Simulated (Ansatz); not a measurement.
# LiNbO3: a short molecular-dynamics run

A trajectory of LiNbO3, a database structure with 10 atoms that was not relaxed first: 20 steps of 1 fs under a Langevin thermostat and barostat at 300 K and 10 GPa.

Program: Ansatz 0.2.0. Level of theory: DFT PBE, plane waves, PAW, scalar-relativistic, no spin polarisation. These are calculated values, not measurements.

## Step 1: Starting point

The cell holds 10 atoms (Li2Nb2O6): a = 5.162 Å, b = 5.162 Å, c = 5.512 Å, α = 117.92°, β = 117.92°, γ = 60.00°.

As a file:

```
CELL_PARAMETERS angstrom
2.58089 4.47023 0.00000
-2.58089 4.47023 0.00000
0.00000 -2.98015 4.63730
ATOMIC_POSITIONS crystal
O 0.12973 0.38053 0.24999
O 0.73973 0.12973 0.24999
O 0.38053 0.73973 0.24999
O 0.23973 0.88053 0.74999
O 0.88053 0.62973 0.74999
O 0.62973 0.23973 0.74999
Li 0.30140 0.30140 0.90420
Li 0.80140 0.80140 0.40420
Nb 0.01980 0.01980 0.05940
Nb 0.51980 0.51980 0.55940
```

## Step 2: The run

input.yaml reads:

```yaml
crystal:
  lattice:
    - [2.58088759, 4.47022844, -3.2e-07]
    - [-2.58088759, 4.47022844, -3.2e-07]
    - [0.0, -2.98015196, 4.63730221]
  atoms:
    - { symbol: O, position: [0.12973, 0.38053, 0.24999] }
    - { symbol: O, position: [0.73973, 0.12973, 0.24999] }
    - { symbol: O, position: [0.38053, 0.73973, 0.24999] }
    - { symbol: O, position: [0.23973, 0.88053, 0.74999] }
    - { symbol: O, position: [0.88053, 0.62973, 0.74999] }
    - { symbol: O, position: [0.62973, 0.23973, 0.74999] }
    - { symbol: Li, position: [0.3014, 0.3014, 0.9042] }
    - { symbol: Li, position: [0.8014, 0.8014, 0.4042] }
    - { symbol: Nb, position: [0.0198, 0.0198, 0.0594] }
    - { symbol: Nb, position: [0.5198, 0.5198, 0.5594] }
kpoints:
  mp_grid: { grid: [4, 4, 3] }
magnetization:
  spin_polarized: false
scf:
  occupations: { method: fermi_dirac, width: 0.1 }
hamiltonian:
  pseudopotentials: { kind: paw }
  xc: pbe
basis:
  ecutwfc: 420
md:
  timestep: 1.0
  n_steps: 20
  ensemble: npt_langevin
  temperature: 300.0
  initial_velocities: maxwell_boltzmann
  seed: 922428
  pressure: 10.0
```

Launch:

```
> ansatz run input.yaml --threads 2 --pin off --max-ram 2560MiB --backend cpu --events-out ev --progress --plain --runs-dir out
```

Q: Predict the outcome of this session. Wanted: temperature, first and last step; temperature, second half; potential energy, second half; largest change of the conserved energy; volume, first and last step; mean square displacement, second half.

**Answer**, as computed:

```
                              quantity                           value
                                length                20 steps of 1 fs
      temperature, first and last step                   270 and 105 K
              temperature, second half   mean 129 K, from 105 to 187 K
         potential energy, second half     +36 meV/atom from the start
largest change of the conserved energy                   0.03 meV/atom
           volume, first and last step         10.70 and 10.38 Å³/atom
 mean square displacement, second half  Li 0.015, O 0.007, Nb 0.000 Å²
```

Against a set 300 K the second half averages 129 K, going from 187 to 105 K over that half; 36 meV/atom has gone into potential energy, and a thermostat that acts over some 100 fs has not made it up in 20 fs. The conserved energy strays from its start by at most 0.03 meV/atom, 0.1 % of the mean kinetic energy, so a step of 1 fs is short enough over this time. The farthest move is 0.19 Å, against a mean nearest distance of 1.9 Å at the start: no atom has changed site so far. The volume changes by -2.9 % from first to last step. 20 fs on 10 atoms is far too short and small for converged averages. The k-mesh is coarse for this cell.
